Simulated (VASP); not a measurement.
Here is a VASP 6.6.1 calculation.

INCAR

```
SYSTEM = MoS2
PREC = Accurate ; ENCUT = 520
EDIFF = 1E-6 ; ISMEAR = -1
SIGMA = 0.05 ; LREAL = .FALSE.
LASPH = .TRUE. ; NELM = 100
ALGO = Normal ; ISIF = 2
LWAVE = .FALSE. ; LCHARG = .FALSE.
GGA = CA ; IBRION = 2
NSW = 40 ; EDIFFG = -0.005
KPAR = 4
```

Contents of KPOINTS:

```
regular mesh
0
G
  12 12 1
  0 0 0
```

The input POSCAR:

```
MoS2
1.0
    3.1916000000      0.0000000000      0.0000000000
   -1.5958000000      2.7273356990      0.0000000000
    0.0000000000      0.0000000000     20.0000000000
Mo S
1 2
Direct
    0.3333333333      0.6666666667      0.5000000000
    0.6666666667      0.3333333333      0.5782500000
    0.6666666667      0.3333333333      0.4217500000
```

Potentials or basis: VASP PAW LDA potentials, release 64 (Mo_sv, S).

Command:

```sh
$ cat potpaw_LDA.64/Mo_sv/POTCAR potpaw_LDA.64/S/POTCAR > POTCAR
$ mpirun -np 4 vasp_std > vasp.out
```

(1) Estimate the energy gained by relaxing.

(2) What does it give for the band gap on the k mesh?

## Answers

(1) 5.4 meV/atom.

(2) 1.57 eV, indirect (least direct gap 1.68 eV).
